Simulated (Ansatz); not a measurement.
## ZnSiP2: experiment and calculation

**Measured values to compare with.**

“Solar energy conversion properties and defect physics of ZnSiP2”, 2015, arxiv:1506.05371 reports, for a bulk crystal of ZnSiP2: lattice constant a 5.3986 ± 0.0002 Å; lattice constant c 10.4502 ± 0.0006 Å.

How close the calculation comes is told below.

Level of theory: DFT PBE, scalar-relativistic, plane waves, PAW in Ansatz 0.2.0.

Plane waves to 420 eV, a k mesh through Γ of 8×8×8 on the computed 8-atom cell and Gaussian smearing (0.02 eV); no spin polarisation.

Relaxed structure, symmetry kept:

```cif
data_structure
_symmetry_space_group_name_H-M 'P 1'
_symmetry_Int_Tables_number 1
_cell_length_a 6.5144
_cell_length_b 6.5144
_cell_length_c 6.5144
_cell_angle_alpha 130.856
_cell_angle_beta 130.856
_cell_angle_gamma 72.042
_cell_volume 154.66
loop_
_atom_site_label
_atom_site_type_symbol
_atom_site_fract_x
_atom_site_fract_y
_atom_site_fract_z
_atom_site_occupancy
Zn1 Zn 0.00000 0.00000 0.00000 1
Zn2 Zn 0.75000 0.25000 0.50000 1
Si1 Si 0.50000 0.50000 0.00000 1
Si2 Si 0.25000 0.75000 0.50000 1
P1 P 0.37500 0.39225 0.51725 1
P2 P 0.87500 0.85775 0.48275 1
P3 P 0.60775 0.12500 0.98275 1
P4 P 0.14225 0.62500 0.01725 1
```

```json
{
  "Space group": "I-42d (No. 122)",
  "Volume per atom": "19.33 Å³",
  "Formation energy from the elements' standard states (uncorrected)": "-0.337 eV/atom",
  "Kohn–Sham band gap": "1.36 eV",
  "Löwdin character of the top 1 eV of the valence band": "P 3p 83 %, unprojected 6 %",
  "Löwdin character of the lowest 1 eV of the conduction band": "Si 3p 27 %, P 3p 26 %, Si 3s 11 %, P 3s 10 %, unprojected 22 %",
  "Bader charges (e)": "Zn (2 in the cell) 0.61, Si (2 in the cell) 1.88, P (4 in the cell) -1.24"
}
```

Measured lattice constant a of ZnSiP2: 5.3986 Å (the paper above). This calculation gives 5.418 Å (+0.4 %). Against the measured lattice constant c of ZnSiP2, 10.4502 Å (the paper above), the calculated 10.538 Å is off by +0.8 %. The calculation is for 0 K without zero-point motion.

Cost: 1 run of about 5.5 core-minutes, on Arm Neoverse V1 (shared hosts).